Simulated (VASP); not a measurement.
Set up this calculation in VASP 6.6.1, as the native input.

- Task: relaxation of cell and atoms
- Functional: LDA
- Potentials or basis: VASP PAW LDA potentials, release 64 (Hf_pv)
- Cutoff: 520 eV
- k mesh: 16 × 16 × 16
- Occupations: gaussian, width 0.1 eV
- Spin: no spin polarisation
- Target pressure: 0.0001 GPa
- Further INCAR settings: ALGO = Normal; EDIFF = 1e-07; IBRION = 2; EDIFFG = -0.002; NSW = 80; ISIF = 3
- Target pressure: 0.0001 GPa

The structure of Hf lies in POSCAR:

```
Hf                                      
1.0
   -1.7223469495      1.7223469495      1.7223469495
    1.7223469495     -1.7223469495      1.7223469495
    1.7223469495      1.7223469495     -1.7223469495
  Hf            
     1
Direct
     0.0000000000000000    0.0000000000000000    0.0000000000000000
```

This isn't the form of Hf at room conditions, which is hcp.

These files were run (other wordings do the same):

INCAR

```
  ALGO = Normal
  EDIFF = 1E-7
  EDIFFG = -0.002
  ENCUT = 520
  GGA = CA
  IBRION = 2
  ISIF = 3
  ISMEAR = 0
  LASPH = True
  LCHARG = False
  LREAL = False
  LWAVE = False
  NELM = 80
  NSW = 80
  PREC = Accurate
  PSTRESS = 0.001
  SIGMA = 0.1
```

KPOINTS

```
k-points
0
Gamma
  16 16 16
```

Potentials or basis: VASP PAW LDA potentials, release 64 (Hf_pv).

Run with:

```console
$ cat potpaw_LDA.64/Hf_pv/POTCAR > POTCAR
$ mpirun -np 1 vasp_std > vasp.out
```

It gave:

```json
{
  "Pressure after relaxing": "0.0 GPa",
  "Band gap on the k mesh": "none (metal or under the smearing width)"
}
```

Caveat: the relaxation stopped at its first step, so nothing moved; the cell is relaxed towards a set pressure, so the enthalpy falls and the energy may rise.

Wall time 6.8 s on 1 thread of Intel(R) Xeon(R) 6975P-C (Granite Rapids) (shared host), peak memory 0.15 GiB.
